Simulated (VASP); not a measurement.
# MgO (Periclase) (Fm-3m) in VASP: notebook, part 2 of 3

VASP 6.6.1. Earlier steps stand in the parts before.

**3. EvGW0 quasiparticle levels, PBE**

Input file POSCAR:

```
MgO                                     
1.0
    0.0000000000      2.1039232589      2.1039232589
    2.1039232589      0.0000000000      2.1039232589
    2.1039232589      2.1039232589      0.0000000000
  Mg              O             
     1     1
Direct
     0.0000000000000000    0.0000000000000000    0.0000000000000000
     0.5000000000000000    0.5000000000000000    0.5000000000000000
```

Input file INCAR.step1:

```
ALGO = Normal ; EDIFF = 1E-8
ENCUT = 500 ; GGA = PE
ISMEAR = 0 ; KPAR = 4
LASPH = T ; LCHARG = F
LREAL = F ; LWAVE = T
NELM = 80 ; PREC = Accurate
SIGMA = 0.01
```

Input file INCAR.step2:

```
ALGO = Exact ; EDIFF = 1E-8
ENCUT = 500 ; GGA = PE
ISMEAR = 0 ; ISTART = 1
KPAR = 4 ; LASPH = T
LCHARG = F ; LOPTICS = T
LREAL = F ; LWAVE = T
NBANDS = 74 ; NELM = 1
PREC = Accurate ; SIGMA = 0.01
```

Input file INCAR.step3:

```
ALGO = EVGW0 ; EDIFF = 1E-8
ENCUT = 500 ; ENCUTGW = 150
GGA = PE ; ISMEAR = 0
ISTART = 1 ; KPAR = 4
LASPH = T ; LCHARG = F
LREAL = F ; LWAVE = F
NBANDS = 74 ; NBANDSGW = 12
NELMGW = 4 ; NOMEGA = 48
PREC = Accurate ; PRECFOCK = Fast
SIGMA = 0.01
```

Input file KPOINTS:

```
k-points
0
Gamma
  6 6 6
```

Potentials or basis: VASP PAW PBE potentials, release 64 (Mg_GW, O_GW).

The run is started by

```sh
$ cat potpaw_PBE.64/Mg_GW/POTCAR potpaw_PBE.64/O_GW/POTCAR > POTCAR
$ cp INCAR.step1 INCAR
$ mpirun -np 4 vasp_std > vasp.out
$ cp INCAR.step2 INCAR
$ mpirun -np 4 vasp_std > vasp.out
$ cp INCAR.step3 INCAR
$ mpirun -np 4 vasp_std > vasp.out
```

OUTCAR:

```text
EDIFF = 1E-8
   ENCUT = 500
   ENCUTGW = 150
   GGA = PE
   ISMEAR = 0
   ISTART = 1
   LASPH = T
   LREAL = F
   NELMGW = 4
   PREC = Accurate
   PRECFOCK = Fast

 ion  position               nearest neighbor table
   1  0.000  0.000  0.000-   2 2.10   2 2.10   2 2.10   2 2.10   2 2.10   2 2.10
   2  0.500  0.500  0.500-   1 2.10   1 2.10   1 2.10   1 2.10   1 2.10   1 2.10

  LATTYP: Found a face centered cubic cell.
 ALAT       =     4.2078465178

  Lattice vectors:

 A1 = (   0.0000000000,   2.1039232589,   2.1039232589)
 A2 = (   2.1039232589,   0.0000000000,   2.1039232589)
 A3 = (   2.1039232589,   2.1039232589,   0.0000000000)

Analysis of symmetry for initial positions (statically):
=====================================================================
 Subroutine PRICEL returns:
 Original cell was already a primitive cell.

 Routine SETGRP: Setting up the symmetry group for a
 face centered cubic supercell.

 Subroutine GETGRP returns: Found 48 space group operations
 (whereof 48 operations were pure point group operations)
 out of a pool of 48 trial point group operations.

The static configuration has the point symmetry O_h .

Analysis of symmetry for dynamics (positions and initial velocities):
=====================================================================
 Subroutine PRICEL returns:
 Original cell was already a primitive cell.

 Routine SETGRP: Setting up the symmetry group for a
 face centered cubic supercell.

 Subroutine GETGRP returns: Found 48 space group operations
 (whereof 48 operations were pure point group operations)
 out of a pool of 48 trial point group operations.

The dynamic configuration has the point symmetry O_h .

 Subroutine INISYM returns: Found 48 space group operations
 (whereof 48 operations are pure point group operations),
 and found     1 'primitive' translations

----------------------------------------------------------------------------------------

                                     Primitive cell

  volume of cell :      18.6260

  direct lattice vectors                    reciprocal lattice vectors
     0.000000000  2.103923259  2.103923259    -0.237651254  0.237651254  0.237651254
     2.103923259  0.000000000  2.103923259     0.237651254 -0.237651254  0.237651254
     2.103923259  2.103923259  0.000000000     0.237651254  0.237651254 -0.237651254

  length of vectors
     2.975396807  2.975396807  2.975396807     0.411624046  0.411624046  0.411624046

  position of ions in fractional coordinates (direct lattice)
     0.000000000  0.000000000  0.000000000
     0.500000000  0.500000000  0.500000000

  ion indices of the primitive-cell ions
   primitive index   ion index
[... 22 lines left out ...]
     0.000000000  0.000000000  0.000000000

 Subroutine IBZKPT returns following result:
 ===========================================

 Found     16 irreducible k-points:

 Following reciprocal coordinates:
            Coordinates               Weight
  0.000000  0.000000  0.000000      1.000000
  0.166667  0.000000  0.000000      8.000000
  0.333333  0.000000  0.000000      8.000000
  0.500000  0.000000  0.000000      4.000000
  0.166667  0.166667  0.000000      6.000000
  0.333333  0.166667  0.000000     24.000000
[... 8 lines left out ...]
 -0.333333  0.333333  0.166667     24.000000
 -0.333333  0.500000  0.166667     12.000000
   k-points           NKPTS =     16   k-points in BZ     NKDIM =    216   number of bands    NBANDS=     74
   number of dos      NEDOS =    301   number of ions     NIONS =      2
   total plane-waves  NPLWV =  13824
   dimension x,y,z NGX =    24 NGY =   24 NGZ =   24
   dimension x,y,z NGXF=    48 NGYF=   48 NGZF=   48
   ions per type =               1   1
   NGX,Y,Z   is equivalent  to a cutoff of  13.41, 13.41, 13.41 a.u.
   NGXF,Y,Z  is equivalent  to a cutoff of  26.82, 26.82, 26.82 a.u.
 SYSTEM =  unknown system
   PREC   = accura    normal or accurate (medium, high low for compatibility)
   ISTART =      1    job   : 0-new  1-cont  2-samecut
   ICHARG =      0    charge: 1-file 2-atom 10-const
   ISPIN  =      1    spin polarized calculation?
   LNONCOLLINEAR =      F non collinear calculations
   LSORBIT =      F    spin-orbit coupling
   LASPH  =      T    aspherical Exc in radial PAW
   ENCUT  =  500.0 eV  36.75 Ry    6.06 a.u.   5.42  5.42  5.42*2*pi/ulx,y,z
   NELM   =     60;   NELMIN=  2; NELMDL=  0     # of ELM steps
   EDIFF  = 0.1E-07   stopping-criterion for ELM
   LREAL  =      F    real-space projection
   EDIFFG = 0.1E-06   stopping-criterion for IOM
   NSW    =      0    number of steps for IOM
   IBRION =     -1    ionic relax: 0-MD 1-quasi-New 2-CG
   NFREE  =      0    steps in history (QN), initial steepest desc. (CG)
   ISIF   =      0    stress and relaxation
   ISYM   =      3    0-nonsym 1-usesym 2-fastsym
   POTIM  = 0.5000    time-step for ionic-motion
   TEBEG  =    0.0;   TEEND  =   0.0 temperature during run
   PSTRESS=    0.0 pullay stress
   NELECT =       8.0000    total number of electrons
   NUPDOWN=      -1.0000    fix difference up-down
   EMIN   =  10.00;   EMAX   =-10.00  energy-range for DOS
   EFERMI =   0.00;   METHOD = LEGACY
   ISMEAR =     0;   SIGMA  =   0.01  broadening in eV -4-tet -1-fermi 0-gaus
   EFERMI_NEDOS =   21; number of points for ismear=-14 and -15
   IALGO  =     38    algorithm
   IMIX   =      4    mixing-type and parameters
     AMIX     =   0.40;   BMIX     =  1.00
     AMIX_MAG =   1.60;   BMIX_MAG =  1.00
  volume/ion in A,a.u.               =       9.31        62.85
  Fermi-wavevector in a.u.,A,eV,Ry     =   1.235184  2.334159 20.758125  1.525679
  Thomas-Fermi vector in A             =   2.369844
   LORBIT       =      0    0 simple, 1 ext, 2 COOP (PROOUT), +10 PAW based schemes
   GGA     = PE    functional components
   LHFCALC =     T    Hartree Fock is set to
   PRECFOCK=fast      Normal, Fast or Accurate (Low or Medium for compatibility)
   ENCUT4O =  -1.0   cutoff for four orbital integrals eV
   NKREDX  =     1    reduce k-point grid by
   NKREDY  =     1    reduce k-point grid by
   NKREDZ  =     1    reduce k-point grid by
   AEXX    =    1.0000 exact exchange contribution
   HFSCREEN=    0.0000 screening length (either q_TF or 0.3 A-1)
   HFSCREENC=   0.0000 screening length for correlation (either q_TF or 0.3 A-1)
   ENCUTFOCK=  -1.0 apply spherical cutoff to Coloumb kernel
   IVDW    =     0    specifies the selected vdW correction
   LEPSILON=     F    determine dielectric tensor
   LRPA    =     F    only Hartree local field effects (RPA)
   LRPAFORCE           =     F    calculate RPA forces
   ENCUTGW             = 150.0    cutoff for response function in eV
   ENCUTGWSOFT         = 120.0    soft cutoff for Coulomb kernel in GW response function in eV
   ENCUTLF             =  -1.0    cutoff for local field effects
   NELMGW              =     4    number of iterations in solving QP/BSE equation
   NELMHF              =     1    number of iterations in the inner HF iteration
   NKREDLFX            =     1    NKREDLFY  =   1   NKREDLFZ  =   1
 non-spin polarized calculation
 Gauss-broadening in eV      SIGMA  =   0.01
  energy-cutoff  :      500.00
  volume of cell :       18.63
 maximum number of plane-waves:       489
 NGX is ok and might be reduce to    24
  NGX = 14; NGY = 14; NGZ = 14
   NGX = 11   NGY = 11   NGZ = 11
 maximum number of plane-waves:        82
 NGX is ok and might be reduce to    14

 QP shifts <psi_nk| G(iteration)W_0 |psi_nk>: iteration 1
 for sc-GW calculations column KS-energies equals QP-energies in previous step
 and V_xc(KS)=  KS-energies - (<T + V_ion + V_H > + <T+V_H+V_ion>^1  + <V_x>^1)

 k-point   1 :       0.0000    0.0000    0.0000
  band No.  KS-energies  QP-energies   sigma(KS)   V_xc(KS)     V^pw_x(r,r')   Z            occupation Imag(sigma)

      1     -14.0789     -16.2516     -21.2488     -18.1218     -29.9064       0.6948       2.0000       1.1697
      2       3.2051       1.9102     -21.3806     -19.7323     -25.2403       0.7856       2.0000       0.1013
      3       3.2051       1.9102     -21.3806     -19.7323     -25.2403       0.7856       2.0000       0.1013
      4       3.2051       1.9102     -21.3806     -19.7323     -25.2403       0.7856       2.0000       0.1013
      5       7.9602       9.2143     -10.7034     -12.1973      -7.4436       0.8394       0.0000      -0.0551
      6      19.0291      20.2851      -7.5435      -9.0561      -3.0875       0.8304       0.0000      -0.1197
      7      19.0291      20.2851      -7.5435      -9.0561      -3.0875       0.8304       0.0000      -0.1197
      8      19.0291      20.2851      -7.5435      -9.0561      -3.0875       0.8304       0.0000      -0.1197
      9      22.9542      23.4210      -7.3237      -7.9275      -1.6807       0.7732       0.0000      -0.4792
     10      24.7324      26.2848      -7.9849      -9.8690      -3.2572       0.8239       0.0000      -0.1938
     11      24.7324      26.2848      -7.9849      -9.8690      -3.2572       0.8239       0.0000      -0.1938
     12      27.3057      28.8373      -7.5623      -9.4890      -1.8738       0.7949       0.0000      -0.4977
[... 1002 lines left out ...]
      1     -15.3335     -15.3622     -22.7333       7.3610     -31.3785       0.7397       2.0000       1.2104
      2      -2.5891      -2.6016     -17.8727      15.2672     -22.1090       0.7641       2.0000       0.1460
      3      -1.0759      -1.0873     -18.9626      17.8719     -23.0399       0.7764       2.0000       0.1225
      4      -0.3851      -0.3962     -19.6107      19.2114     -23.6631       0.7798       2.0000       0.1158
      5      15.2916      15.2952      -9.4464      24.7423      -5.3887       0.8326       0.0000      -0.0879
      6      16.4891      16.4928      -8.8800      25.3736      -4.7664       0.8353       0.0000      -0.0871
      7      17.7641      17.7689     -12.1440      29.9142      -7.5599       0.7925       0.0000      -0.1209
      8      21.5825      21.5880      -9.1990      30.7884      -4.1637       0.7997       0.0000      -0.2040
      9      25.2522      25.2591      -9.4424      34.7034      -3.8207       0.7809       0.0000      -0.3655
     10      29.3834      29.3891      -7.9485      37.3389      -2.3548       0.8122       0.0000      -0.5773
     11      31.5739      31.5757      -8.9661      40.5422      -3.5694       0.8314       0.0000      -0.6766
     12      33.7448      33.7467      -9.6784      43.4255      -3.7395       0.8357       0.0000      -0.8959
```

Wall time 82 s (4 MPI ranks of Intel Xeon 6975P-C (Granite Rapids), shared host); peak memory 0.3 GiB.

What came out:

| Quantity | Value |
| --- | --- |
| Band gap on the k mesh, mean-field level | 4.76 eV, direct |
| Quasiparticle gap | 7.77 eV |
| Least direct quasiparticle gap | 7.77 eV |

Quasiparticle gap after each update of the energies (eV): 7.30, 7.70, 7.76, 7.77

Caveat: the k mesh is coarse (spacing up to 0.43 Å⁻¹), so the values aren't converged; the cutoff is under 1.25 times the usual one of these potentials, so pressure, stress and relaxed cells hold a basis-set (Pulay) error; bands, screening cutoff and mesh are small and nothing is extrapolated, so the quasiparticle values aren't converged.

**4. Elastic constants, LDA**

This run uses another cell than the first one, of 8.89 Å³/atom, 0.955 times its volume.

Input file POSCAR:

```
MgO
1.0
    0.0000000000      2.0716355029      2.0716355029
    2.0716355029      0.0000000000      2.0716355029
    2.0716355029      2.0716355029      0.0000000000
  Mg              O
     1     1
Direct
     0.0000000000000000    0.0000000000000000    0.0000000000000000
     0.5000000000000000    0.5000000000000000    0.5000000000000000
```

Input file INCAR.step1:

```
PREC = Accurate
ENCUT = 600
EDIFF = 1E-8
ISMEAR = 0
SIGMA = 0.03
LREAL = False
LASPH = True
NELM = 80
ALGO = Normal
ISIF = 3
LWAVE = False
LCHARG = False
GGA = CA
IBRION = 2
NSW = 40
EDIFFG = -0.002
```

Input file INCAR.step2:

```
PREC = Accurate
ENCUT = 600
EDIFF = 1E-8
ISMEAR = 0
SIGMA = 0.03
LREAL = False
LASPH = True
NELM = 80
ALGO = Normal
ISIF = 3
LWAVE = False
LCHARG = False
GGA = CA
IBRION = 6
NFREE = 2
POTIM = 0.015
NSW = 1
```

Input file KPOINTS:

```
regular mesh
0
Gamma
  12 12 12
```

Potentials or basis: VASP PAW LDA potentials, release 64 (Mg, O).

The run is started by

```sh
$ cat potpaw_LDA.64/Mg/POTCAR potpaw_LDA.64/O/POTCAR > POTCAR
$ cp INCAR.step1 INCAR
$ mpirun -np 1 vasp_std > vasp.out
$ cp CONTCAR POSCAR
$ cp INCAR.step2 INCAR
$ mpirun -np 1 vasp_std > vasp.out
```

Wall time 2.3 min (1 thread of Intel Xeon 6975P-C (Granite Rapids), shared host); peak memory 0.28 GiB.

It converged, with:

```yaml
Relaxed_volume: 8.90 Å³/atom
Relaxed_cell: a = 2.930 Å, b = 2.930 Å, c = 2.930 Å, α = 60.00°, β = 60.00°, γ = 60.00°
Space_group_after_relaxing_to_0.05_Å: Fm-3m (No. 225)
Elastic_constants_C11_C12_C44: 344, 97, 156 GPa
Voigt_bulk_modulus: 179 GPa
Highest_phonon_frequency_at_Γ_LO-TO_splitting_left_out: 425 cm⁻¹
```

Final structure:
```
Mg O
1.0
     0.00000    2.07202    2.07202
     2.07202    0.00000    2.07202
     2.07202    2.07202    0.00000
Mg O
1 1
Direct
  0.00000 0.00000 0.00000
  0.50000 0.50000 0.50000
```

Phonon frequencies in cm⁻¹ (negative: imaginary):
| q point | frequencies |
| --- | --- |
| (0.000, 0.000, 0.000) | 0 0 0 425 425 425 |

Elastic tensor in Voigt notation (GPa, in the Cartesian axes of the cell as first typed):
```
344  97  97   0   0   0
 97 344  97   0   0   0
 97  97 344   0   0   0
  0   0   0 156   0   0
  0   0   0   0 156   0
  0   0   0   0   0 156
```

Clamped-ion elastic tensor (GPa):
```
344  97  97   0   0   0
 97 344  97   0   0   0
 97  97 344   0   0   0
  0   0   0 156   0   0
  0   0   0   0 156   0
  0   0   0   0   0 156
```

[end of part 2 of 3]
